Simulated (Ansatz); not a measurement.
# 4 guesses for LiH₃ and where they end

The calculation used Ansatz, DFT PBE, scalar-relativistic, plane waves, PAW. Settings: cutoff 420 eV, Γ-centred meshes spaced at most about 0.3 Å⁻¹, and about 0.25 Å⁻¹ or finer for metals (2π included), Gaussian smearing. No spin polarisation in the final relaxations.

Each guess was relaxed in cell and atoms at zero pressure, within the symmetry of its start. These are static total energies at zero pressure. Coordination counts H atoms around Li (those within 1.25 times the shortest such distance or 1.15 times the sum of covalent radii, 1.27 where that leaves under three; a plus sign parts nearer from farther groups).

| guess | made from | start group | V start (Å³/atom) | end group | V end (Å³/atom) | coordination at the end | gap on mesh (eV) | E over the lowest end (meV/atom) |
| --- | --- | --- | --- | --- | --- | --- | --- | --- |
| 1 | random cell | I4/mmm | 8.0 | P4/mmm | 11.6 | Li 4 | 0.76 | 0 |
| 2 | random cell | Im-3m | 7.7 | ? | ? | ? | ? | ? |
| 3 | Li3Hg type | Fm-3m | 10.0 | Fm-3m (BiF3 (D0_3)) | 5.1 | Li 8+6 | 0 | 674 |
| 4 | random cell | P6/mmm | 8.5 | P6/mmm | 35.7 | Li 2 | 3.07 | 362 |

Guess 2 as it starts:

```
Li H
1.0
    -1.97795    1.97795    1.97795
     1.97795   -1.97795    1.97795
     1.97795    1.97795   -1.97795
Li H
1 3
Cartesian
  0.0000 0.0000 0.0000
  1.9780 0.0000 0.0000
  0.0000 1.9780 0.0000
  0.0000 0.0000 1.9780
```

Task: Predict the end of this guess and its energy over the lowest end.

Result: It ends in space group Im-3m (No. 229), with a = 3.536 Å, 5.5 Å³/atom and no gap. It lies 0.69 eV/atom over the lowest end, above guess 3 and so the highest of the set. Counting H atoms around Li, this end has Li 6 and the lowest (guess 1) has Li 4. The lowest (guess 1) holds H–H pairs as short as in free H₂ molecules (shortest 0.75 Å); in this end the shortest H–H distance is 1.77 Å.

```xyz
4
Lattice="-1.7682 1.7682 1.7682 1.7682 -1.7682 1.7682 1.7682 1.7682 -1.7682" Properties=species:S:1:pos:R:3 pbc="T T T"
Li    0.0000    0.0000    0.0000
H     1.7682    0.0000    0.0000
H     0.0000    1.7682    0.0000
H     0.0000    0.0000    1.7682
```

The zero of energy is the elements' standard structures at the same level (H₂ as a molecule); no fitted shifts are applied.

Task: Is the lowest end bound against the elements?

Result: Yes: its formation energy is −0.118 eV/atom. Whether it is stable depends on the other phases of the system, which aren't compared here.

Weakly bound directions are ill-defined at this level, which has no dispersion term (P4/mmm, P6/mmm), and this can change margins and order among such cells. Kohn–Sham gaps at this level usually fall short of measured ones. With hydrogen, zero-point motion can shift formation energies by some tens of meV/atom. Cells relaxed within their symmetry can be saddle points. A lower structure may well exist outside this small set. Some candidate types were left out of the draw beforehand, so a known form may be missing.
